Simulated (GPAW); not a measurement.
The system is MgS.

```
S Mg
1.0
     4.03462    0.00000    0.00000
    -2.01731    3.49409    0.00000
     0.00000    0.00000    6.43229
S Mg
2 2
Direct
  0.66667 0.33333 0.87924
  0.33333 0.66667 0.37924
  0.33333 0.66667 0.99575
  0.66667 0.33333 0.49575
```

The cell comes from a database or a generator and needn't be the stable form of this composition.

```yaml
Program: GPAW 26.7.0
Task: single point
Functional: PBEsol
Potentials_or_basis: PAW data sets generated in the run's folder for this functional
Cutoff: 800 eV
Basis: pw
k_mesh: 8 × 8 × 4
Occupations: fermi-dirac, width 0.05 eV
Spin: no spin polarisation
```

On this cell: pressure -0.3 GPa; largest force 0.045 eV/Å; band gap on the k mesh 3.27 eV, direct.

The same run follows on a disturbed copy (atoms moved at random, drawn with an rms of 0.05 Å):

```
S Mg
1.0
     4.03462    0.00000    0.00000
    -2.01731    3.49409    0.00000
     0.00000    0.00000    6.43229
S Mg
2 2
Cartesian
  1.9890 1.1791 5.6112
  0.0159 2.3234 2.3896
  -0.0010 2.3363 6.4163
  2.0245 1.1368 3.2216
```

**Question.** What changes?

**Answer.** The energy moves by +6.1 meV/atom; pressure -0.1 GPa; largest force 0.457 eV/Å; band gap on the k mesh 3.35 eV, direct.

Forces in eV/Å, atoms in the order of the input:
```
S    0.157 -0.055  0.342
S   -0.053 -0.101  0.342
Mg  -0.139  0.041 -0.242
Mg   0.034  0.114 -0.442
```

Stress tensor (GPa, compression positive):
```
-1.02 -0.37 -0.13
-0.37 -0.89  0.20
-0.13  0.20  1.63
```

